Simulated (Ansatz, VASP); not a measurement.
One calculation of Hg, two programs

The input INCAR:

```
SYSTEM = Hg
ALGO = Normal
EDIFF = 1E-7
ENCUT = 520
GGA = PE
ISIF = 2
ISMEAR = -1
LASPH = .True.
LCHARG = .False.
LREAL = .False.
LWAVE = .False.
NBANDS = 12
NELM = 60
PREC = Accurate
SIGMA = 0.05
```

KPOINTS

```
k-points
0
Gamma
  9 9 9
  0 0 0
```

POSCAR

```
Hg
1.0
    2.1659823737     -2.7249993823      0.0000000000
    2.1659823737      2.7249993823      0.0000000000
   -2.1566124582      0.0000000000      2.9489231898
Hg
1
Direct
    0.0000000000      0.0000000000      0.0000000000
```

input.yaml

```yaml
crystal:
  lattice:
    - [2.1659823737, -2.7249993823, 0.0]
    - [2.1659823737, 2.7249993823, 0.0]
    - [-2.1566124582, 0.0, 2.9489231898]
  atoms:
    - { symbol: Hg, position: [0.0, 0.0, 0.0] }
hamiltonian:
  xc: pbe
  pseudopotentials: { kind: paw }
kpoints:
  mp_grid: { grid: [9, 9, 9] }
scf:
  occupations: { method: fermi_dirac, width: 0.05 }
output:
  forces: true
  stress: true
  eigenvalues: true
```

Change from the starting cell: volume scaled by 1.06.

Alike in both runs: task single point; functional PBE; k mesh 9 × 9 × 9; occupations fermi-dirac, width 0.05 eV; no spin polarisation.

|  | VASP | Ansatz |
| --- | --- | --- |
| version | VASP 6.6.1 | Ansatz 0.2.0 |
| potentials or method | VASP PAW PBE potentials, release 64 (Hg) | Ansatz PAW |
| plane-wave cutoff (eV) | 520 | 420 |
| valence electrons in the cell | 12 | 20 |

|  | VASP | Ansatz | Ansatz less VASP |
| --- | --- | --- | --- |
| gap on the k mesh at the Fermi level (eV) | none | none | - |
| pressure (GPa) | -0.6 | -0.6 | -0.01 |
| largest component of the traceless stress (GPa) | 0.29 | 0.28 | -0.014 |

A gap of «none» marks a metal or a gap that the smearing closes. The two sets of potentials don't hold the same shells in valence.

Spin-orbit coupling is left out, which matters for the levels of Hg.
